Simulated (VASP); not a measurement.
# TlCl (Pm-3m) in VASP: single point with PBE+D3(BJ)

Aim: the single point of TlCl with PBE+D3(BJ).

Program: VASP 6.6.1. These are calculated values, not measurements. Logs are shortened: lines on timing, memory, paths and dates and some standing lists are left out, and cuts for length are marked.

### Step 1. The crystal as given

The structure is cubic, space group Pm-3m (No. 221). Conventional cell: a = 3.834 Å, b = 3.834 Å, c = 3.834 Å, α = 90.00°, β = 90.00°, γ = 90.00°. Tl (site symmetry m-3m) is surrounded by 8 Cl at 3.32 Å. Cl (site symmetry m-3m) is surrounded by 8 Tl at 3.32 Å.

### Step 2. Single point, PBE+D3(BJ)

Input file INCAR:

```
PREC = Accurate
ENCUT = 520
EDIFF = 1E-7
ISMEAR = 0
SIGMA = 0.1
LREAL = F
LASPH = T
NELM = 100
ALGO = Fast
ISIF = 2
LWAVE = F
LCHARG = F
GGA = PE
IVDW = 12
NBANDS = 17
```

Input file KPOINTS:

```
Automatic mesh
0
Gamma
  6 6 6
```

Input file POSCAR:

```
TlCl
1.0
    3.8340000000      0.0000000000      0.0000000000
    0.0000000000      3.8340000000      0.0000000000
    0.0000000000      0.0000000000      3.8340000000
Tl Cl
1 1
Direct
    0.0000000000      0.0000000000      0.0000000000
    0.5000000000      0.5000000000      0.5000000000
```

Potentials or basis: VASP PAW PBE potentials, release 64 (Tl_d, Cl).

On the command line:

```console
> cat potpaw_PBE.64/Tl_d/POTCAR potpaw_PBE.64/Cl/POTCAR > POTCAR
> mpirun -np 1 vasp_std > vasp.out
```

OUTCAR:

```text
PREC = Accurate
   ENCUT = 520
   EDIFF = 1E-7
   ISMEAR = 0
   LREAL = F
   LASPH = T
   NELM = 100
   ISIF = 2
   GGA = PE
   IVDW = 12
 IVDW          = 12

 ion  position               nearest neighbor table
   1  0.000  0.000  0.000-   2 3.32   2 3.32   2 3.32   2 3.32   2 3.32   2 3.32   2 3.32   2 3.32

   2  0.500  0.500  0.500-   1 3.32   1 3.32   1 3.32   1 3.32   1 3.32   1 3.32   1 3.32   1 3.32

  LATTYP: Found a simple cubic cell.
 ALAT       =     3.8340000000

  Lattice vectors:

 A1 = (   3.8340000000,   0.0000000000,   0.0000000000)
 A2 = (   0.0000000000,   3.8340000000,   0.0000000000)
 A3 = (   0.0000000000,   0.0000000000,   3.8340000000)

Analysis of symmetry for initial positions (statically):
=====================================================================
 Subroutine PRICEL returns:
 Original cell was already a primitive cell.

 Routine SETGRP: Setting up the symmetry group for a
 simple cubic supercell.

 Subroutine GETGRP returns: Found 48 space group operations
 (whereof 48 operations were pure point group operations)
 out of a pool of 48 trial point group operations.

The static configuration has the point symmetry O_h .

Analysis of symmetry for dynamics (positions and initial velocities):
=====================================================================
 Subroutine PRICEL returns:
 Original cell was already a primitive cell.

 Routine SETGRP: Setting up the symmetry group for a
 simple cubic supercell.

 Subroutine GETGRP returns: Found 48 space group operations
 (whereof 48 operations were pure point group operations)
 out of a pool of 48 trial point group operations.

The dynamic configuration has the point symmetry O_h .

 Subroutine INISYM returns: Found 48 space group operations
 (whereof 48 operations are pure point group operations),
 and found     1 'primitive' translations

----------------------------------------------------------------------------------------

                                     Primitive cell

  volume of cell :      56.3581

  direct lattice vectors                    reciprocal lattice vectors
     3.834000000  0.000000000  0.000000000     0.260824204  0.000000000  0.000000000
     0.000000000  3.834000000  0.000000000     0.000000000  0.260824204  0.000000000
     0.000000000  0.000000000  3.834000000     0.000000000  0.000000000  0.260824204

  length of vectors
     3.834000000  3.834000000  3.834000000     0.260824204  0.260824204  0.260824204

  position of ions in fractional coordinates (direct lattice)
     0.000000000  0.000000000  0.000000000
     0.500000000  0.500000000  0.500000000

  ion indices of the primitive-cell ions
   primitive index   ion index
                 1           1
                 2           2

----------------------------------------------------------------------------------------

 KPOINTS: Automatic mesh

Automatic generation of k-mesh.
 Grid dimensions read from file:
 generate k-points for:    6    6    6

 Generating k-lattice:

  Cartesian coordinates                     Fractional coordinates (reciprocal lattice)
     0.043470701  0.000000000  0.000000000     0.166666667  0.000000000  0.000000000
     0.000000000  0.043470701  0.000000000     0.000000000  0.166666667  0.000000000
     0.000000000  0.000000000  0.043470701     0.000000000  0.000000000  0.166666667

  Length of vectors
     0.043470701  0.043470701  0.043470701

  Shift w.r.t. Gamma in fractional coordinates (k-lattice)
     0.000000000  0.000000000  0.000000000

 Subroutine IBZKPT returns following result:
 ===========================================

 Found     20 irreducible k-points:

 Following reciprocal coordinates:
            Coordinates               Weight
  0.000000  0.000000  0.000000      1.000000
  0.166667  0.000000  0.000000      6.000000
  0.333333  0.000000  0.000000      6.000000
  0.500000  0.000000  0.000000      3.000000
  0.166667  0.166667  0.000000     12.000000
  0.333333  0.166667  0.000000     24.000000
[... 12 lines left out ...]
  0.500000  0.500000  0.333333      6.000000
  0.500000  0.500000  0.500000      1.000000
   k-points           NKPTS =     20   k-points in BZ     NKDIM =     20   number of bands    NBANDS=     17
   number of dos      NEDOS =    301   number of ions     NIONS =      2
   total plane-waves  NPLWV =  27000
   dimension x,y,z NGX =    30 NGY =   30 NGZ =   30
   dimension x,y,z NGXF=    60 NGYF=   60 NGZF=   60
   ions per type =               1   1
   NGX,Y,Z   is equivalent  to a cutoff of  13.01, 13.01, 13.01 a.u.
   NGXF,Y,Z  is equivalent  to a cutoff of  26.02, 26.02, 26.02 a.u.
 SYSTEM =  unknown system
   PREC   = accura    normal or accurate (medium, high low for compatibility)
   ISTART =      0    job   : 0-new  1-cont  2-samecut
   ICHARG =      2    charge: 1-file 2-atom 10-const
   ISPIN  =      1    spin polarized calculation?
   LNONCOLLINEAR =      F non collinear calculations
   LSORBIT =      F    spin-orbit coupling
   LASPH  =      T    aspherical Exc in radial PAW
   ENCUT  =  520.0 eV  38.22 Ry    6.18 a.u.   7.13  7.13  7.13*2*pi/ulx,y,z
   NELM   =    100;   NELMIN=  2; NELMDL= -5     # of ELM steps
   EDIFF  = 0.1E-06   stopping-criterion for ELM
   LREAL  =      F    real-space projection
   EDIFFG = 0.1E-05   stopping-criterion for IOM
   NSW    =      0    number of steps for IOM
   IBRION =     -1    ionic relax: 0-MD 1-quasi-New 2-CG
   NFREE  =      0    steps in history (QN), initial steepest desc. (CG)
   ISIF   =      2    stress and relaxation
   ISYM   =      2    0-nonsym 1-usesym 2-fastsym
   POTIM  = 0.5000    time-step for ionic-motion
   TEBEG  =    0.0;   TEEND  =   0.0 temperature during run
   PSTRESS=    0.0 pullay stress
   NELECT =      20.0000    total number of electrons
   NUPDOWN=      -1.0000    fix difference up-down
   EMIN   =  10.00;   EMAX   =-10.00  energy-range for DOS
   EFERMI =   0.00;   METHOD = LEGACY
   ISMEAR =     0;   SIGMA  =   0.10  broadening in eV -4-tet -1-fermi 0-gaus
   EFERMI_NEDOS =   21; number of points for ismear=-14 and -15
   IALGO  =     68    algorithm
   IMIX   =      4    mixing-type and parameters
     AMIX     =   0.40;   BMIX     =  1.00
     AMIX_MAG =   1.60;   BMIX_MAG =  1.00
  volume/ion in A,a.u.               =      28.18       190.16
  Fermi-wavevector in a.u.,A,eV,Ry     =   1.159043  2.190273 18.277790  1.343380
  Thomas-Fermi vector in A             =   2.295639
   LORBIT       =      0    0 simple, 1 ext, 2 COOP (PROOUT), +10 PAW based schemes
   GGA     = PE    functional components
   LHFCALC =     F    Hartree Fock is set to
   AEXX    =    0.0000 exact exchange contribution
   IVDW    =    12    specifies the selected vdW correction
   LEPSILON=     F    determine dielectric tensor
   LRPA    =     F    only Hartree local field effects (RPA)
 non-spin polarized calculation
 RMM-DIIS sequential band-by-band and
 Gauss-broadening in eV      SIGMA  =   0.10
  energy-cutoff  :      520.00
  volume of cell :       56.36
 maximum number of plane-waves:      1568
 NGX is ok and might be reduce to    30
   NGX = 15   NGY = 15   NGZ = 15

 number of electron      20.0000005 magnetization

 Free energy of the ion-electron system (eV)
  ---------------------------------------------------
  ext. energy  EPLUGINS =         0.00000000
  ---------------------------------------------------
  free energy    TOTEN  =        -6.00413714 eV

  energy without entropy =       -6.00413714  energy(sigma->0) =       -6.00413714

 E-fermi :   3.1392     XC(G=0):  -9.1381

 val. band max:        2.7177670513   @ k =   0.5000   0.0000   0.0000
 cond. band min:       4.7998569817   @ k =   0.5000   0.0000   0.0000
 fundamental gap:      2.0820899304
 Fermi energy:         3.1392341864

 k-point     1 :       0.0000    0.0000    0.0000
  band No.  band energies     occupation
      1     -11.0636      2.00000
      2      -7.2197      2.00000
      3      -7.2197      2.00000
      4      -6.9746      2.00000
      5      -6.9746      2.00000
      6      -6.9746      2.00000
[... 9 lines left out ...]
     16      15.2409      0.00000
     17      16.9236      0.00000

 k-point     2 :       0.1667    0.0000    0.0000
  band No.  band energies     occupation
      1     -11.0039      2.00000
      2      -7.2162      2.00000
      3      -7.1757      2.00000
      4      -6.9951      2.00000
      5      -6.9951      2.00000
      6      -6.9727      2.00000
[... 9 lines left out ...]
     16      16.6809      0.00000
     17      16.7734      0.00000

 k-point     3 :       0.3333    0.0000    0.0000
  band No.  band energies     occupation
      1     -10.8783      2.00000
      2      -7.2089      2.00000
      3      -7.0917      2.00000
      4      -7.0355      2.00000
      5      -7.0355      2.00000
      6      -6.9690      2.00000
[... 9 lines left out ...]
     16      15.0791      0.00000
     17      16.8872      0.00000

 k-point     4 :       0.5000    0.0000    0.0000
  band No.  band energies     occupation
      1     -10.8122      2.00000
      2      -7.2053      2.00000
      3      -7.0554      2.00000
      4      -7.0554      2.00000
      5      -7.0523      2.00000
      6      -6.9671      2.00000
[... 9 lines left out ...]
     16      16.6261      0.00000
     17      16.8716      0.00000

 k-point     5 :       0.1667    0.1667    0.0000
  band No.  band energies     occupation
      1     -10.9515      2.00000
      2      -7.1933      2.00000
      3      -7.1492      2.00000
      4      -7.0085      2.00000
      5      -6.9953      2.00000
      6      -6.9893      2.00000
[... 9 lines left out ...]
     16      15.1375      0.00000
     17      15.6677      0.00000

 k-point     6 :       0.3333    0.1667    0.0000
  band No.  band energies     occupation
      1     -10.8426      2.00000
      2      -7.1795      2.00000
      3      -7.0674      2.00000
      4      -7.0325      2.00000
      5      -7.0311      2.00000
      6      -6.9865      2.00000
[... 9 lines left out ...]
     16      15.3982      0.00000
     17      15.4331      0.00000

 k-point     7 :       0.5000    0.1667    0.0000
  band No.  band energies     occupation
      1     -10.7858      2.00000
      2      -7.1749      2.00000
      3      -7.0499      2.00000
      4      -7.0437      2.00000
      5      -7.0255      2.00000
      6      -6.9838      2.00000
[... 9 lines left out ...]
     16      15.6939      0.00000
     17      16.2426      0.00000

 k-point     8 :       0.3333    0.3333    0.0000
  band No.  band energies     occupation
      1     -10.7697      2.00000
      2      -7.1458      2.00000
      3      -7.0246      2.00000
      4      -7.0227      2.00000
      5      -7.0186      2.00000
      6      -6.9942      2.00000
[... 9 lines left out ...]
     16      14.5338      0.00000
     17      16.0370      0.00000
[... 123 lines left out ...]
      1     -10.6917      2.00000
      2      -7.0843      2.00000
      3      -7.0830      2.00000
      4      -7.0453      2.00000
      5      -7.0152      2.00000
      6      -6.9485      2.00000
[... 9 lines left out ...]
     16      14.4233      0.00000
     17      17.5984      0.00000

 k-point    16 :       0.5000    0.5000    0.1667
  band No.  band energies     occupation
      1     -10.6595      2.00000
      2      -7.0687      2.00000
      3      -7.0651      2.00000
      4      -7.0651      2.00000
      5      -7.0353      2.00000
      6      -6.9076      2.00000
[... 9 lines left out ...]
     16      14.5521      0.00000
     17      16.9759      0.00000

 k-point    17 :       0.3333    0.3333    0.3333
  band No.  band energies     occupation
      1     -10.6488      2.00000
      2      -7.1037      2.00000
      3      -7.1037      2.00000
      4      -7.0289      2.00000
      5      -6.9869      2.00000
      6      -6.9869      2.00000
[... 9 lines left out ...]
     16      14.1837      0.00000
     17      18.9181      0.00000

 k-point    18 :       0.5000    0.3333    0.3333
  band No.  band energies     occupation
      1     -10.6067      2.00000
      2      -7.1305      2.00000
      3      -7.1002      2.00000
      4      -7.0620      2.00000
      5      -6.9851      2.00000
      6      -6.9350      2.00000
[... 9 lines left out ...]
     16      14.9215      0.00000
     17      19.3914      0.00000

 k-point    19 :       0.5000    0.5000    0.3333
  band No.  band energies     occupation
      1     -10.5626      2.00000
      2      -7.1266      2.00000
      3      -7.1266      2.00000
      4      -7.1141      2.00000
      5      -6.9593      2.00000
      6      -6.9056      2.00000
[... 9 lines left out ...]
     16      15.2292      0.00000
     17      19.8269      0.00000

 k-point    20 :       0.5000    0.5000    0.5000
  band No.  band energies     occupation
      1     -10.5116      2.00000
      2      -7.1565      2.00000
      3      -7.1565      2.00000
      4      -7.1565      2.00000
      5      -6.9047      2.00000
      6      -6.9047      2.00000
[... 9 lines left out ...]
     16      15.5687      0.00000
     17      19.7490      0.00000

------------------------ aborting loop because EDIFF is reached ----------------------------------------

 Edisp (eV)   -0.51019

 E8    (eV) :    -0.2332

  FORCE on cell =-STRESS in cart. coord.  units (eV):
  Direction    XX          YY          ZZ          XY          YZ          ZX
  --------------------------------------------------------------------------------------
  -------------------------------------------------------------------------------------
  Total       0.13401     0.13401     0.13401    -0.00000     0.00000    -0.00000
  in kB       3.80980     3.80980     3.80980    -0.00000     0.00000    -0.00000
  external pressure =        3.81 kB  Pullay stress =        0.00 kB

 VOLUME and BASIS-vectors are now :
 -----------------------------------------------------------------------------
  energy-cutoff  :      520.00
  volume of cell :       56.36
      direct lattice vectors                 reciprocal lattice vectors
     3.834000000  0.000000000  0.000000000     0.260824204  0.000000000  0.000000000
     0.000000000  3.834000000  0.000000000     0.000000000  0.260824204  0.000000000
     0.000000000  0.000000000  3.834000000     0.000000000  0.000000000  0.260824204

 POSITION                                       TOTAL-FORCE (eV/Angst)
 -----------------------------------------------------------------------------------
      0.00000      0.00000      0.00000         0.000000      0.000000      0.000000
      1.91700      1.91700      1.91700         0.000000      0.000000      0.000000
 -----------------------------------------------------------------------------------
    total drift:                                0.000000     -0.000000     -0.000000

  FREE ENERGIE OF THE ION-ELECTRON SYSTEM (eV)
  ---------------------------------------------------
  free  energy   TOTEN  =        -6.5143236748 eV

  energy  without entropy=       -6.5143236748  energy(sigma->0) =       -6.51432367
```

It took 16 s on 1 thread of Intel Xeon Platinum 8375C at 2.90GHz (Ice Lake), shared host; peak memory 0.18 GiB.

Results:

```yaml
Free_energy: -6.5143 eV
Pressure: 0.4 GPa
Band_gap_on_the_k_mesh: 2.08 eV, direct
Dispersion_energy_per_atom: -0.255 eV
```

Caveat: spin-orbit coupling is left out, which as a rule narrows the gap of such compounds by several tenths of an eV.
